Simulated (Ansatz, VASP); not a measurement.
**One calculation of Ni, two programs**

```
Ni
1.0
     2.39805    0.00000    0.00000
    -1.19902    2.07677    0.00000
     0.00000    0.00000    3.98967
Ni
2
Direct
  0.66667 0.33333 0.75000
  0.33333 0.66667 0.25000
```

Change from the starting cell: volume scaled by 0.94.

Alike in both runs: task single point; functional LDA; k mesh 12 × 12 × 7; occupations fermi-dirac, width 0.05 eV; collinear spin.

|  | VASP | Ansatz |
| --- | --- | --- |
| version | VASP 6.6.1 | Ansatz 0.2.0 |
| potentials or method | VASP PAW LDA potentials, release 64 (Ni), cutoff 520 eV | all-electron LAPW, scalar-relativistic |

Ansatz gave:

| Property | Result |
| --- | --- |
| gap on the k mesh at the Fermi level (eV) | none |
| pressure (GPa) | 3.3 |
| largest component of the traceless stress (GPa) | 2.73 |
| net moment per atom (μB) | 0.58 |
| size of the moment on the site where the two differ most (μB) | 0.60 |

**Question.** Which values does VASP return?

**Answer.** gap on the k mesh at the Fermi level (eV): none; pressure (GPa): 3.0; largest component of the traceless stress (GPa): 2.46; net moment per atom (μB): 0.55; size of the moment on the site where the two differ most (μB): 0.55.

Site moments also hang on the region over which each program counts them. A gap of «none» marks a metal or a gap that the smearing closes. Ansatz ran all-electron here, so the differences hold the error of VASP's frozen core and of both bases.
